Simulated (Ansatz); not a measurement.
InSe, 4 atoms in the cell. It takes space group R3m (No. 160, trigonal). Conventional cell: a = 4.000 Å, b = 4.000 Å, c = 25.320 Å, α = 90.00°, β = 90.00°, γ = 120.00°. In (site symmetry 3m) is surrounded by 3 Se at 2.63 Å and 1 In at 2.82 Å. In (site symmetry 3m) has 3 Se at 2.64 Å and 1 In at 2.82 Å as nearest neighbours. Around Se (site symmetry 3m) lie 3 In at 2.63 Å. Se (site symmetry 3m) is surrounded by 3 In at 2.64 Å. 

| Item | Value |
| --- | --- |
| Program | Ansatz 0.2.0 |
| Task | relaxation of cell and atoms |
| Functional | revPBE |
| Dispersion | D3(BJ) |
| Potentials or basis | Ansatz PAW |
| Cutoff | 420 eV (not typed: the program's choice for these potentials) |
| k mesh | 8 × 8 × 8 |
| Occupations | fermi-dirac, width 0.05 eV |
| Spin | no spin polarisation |

Potentials or basis: Ansatz PAW.

Command:

```sh
$ ansatz run input.yaml --threads 2 --pin off --max-ram 5632MiB --backend cpu --events-out ev --progress --plain --runs-dir out
```

Hardware: 2 threads of Intel(R) Xeon(R) Processor @ 2.50GHz (Skylake/Cascade Lake), on a shared host.

Q: How long does it take, and how much memory?

A: It took 2.6 min on 2 threads of Intel(R) Xeon(R) Processor @ 2.50GHz (Skylake/Cascade Lake) (shared host), peak memory 0.55 GiB. Counts: scf iterations 51, plane waves 2265, k points 65, bands 35, ion steps 7.
